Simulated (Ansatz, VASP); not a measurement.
## MgI2: VASP beside Ansatz

```
Mg I
1.0
     0.04920    3.75572    3.75572
     3.75572    0.04920    3.75572
     3.80492    3.80492    0.00000
Mg I
1 2
Cartesian
  0.0000 0.0000 0.0000
  1.9025 1.9025 1.8860
  5.7074 5.7074 5.6254
```

Change from the starting cell: shear_xy strain +2.6%.

Alike in both runs: task single point; functional r2SCAN; k mesh 6 × 6 × 6; no spin polarisation.

|  | VASP | Ansatz |
| --- | --- | --- |
| version | VASP 6.6.1 | Ansatz 0.2.0 |
| potentials or method | VASP PAW PBE potentials, release 64 (Mg, I) | plane waves, PAW |
| plane-wave cutoff (eV) | 520 | 500 |
| occupations | gaussian, width 0.01 eV | fixed |
| valence electrons in the cell | 16 | 44 |

|  | VASP | Ansatz | Ansatz less VASP |
| --- | --- | --- | --- |
| gap on the k mesh at the Fermi level (eV) | 1.30 | 1.35 | +0.046 |
| pressure (GPa) | -0.1 | 0.0 | +0.09 |
| largest component of the traceless stress (GPa) | 0.50 | 0.49 | -0.010 |

The two sets of potentials don't hold the same shells in valence.

Caveats: the PAW data sets were made with another functional, which shifts forces and pressure a little (VASP); spin-orbit coupling is left out, which moves the levels of the heavy elements. A k mesh can miss the band edges.
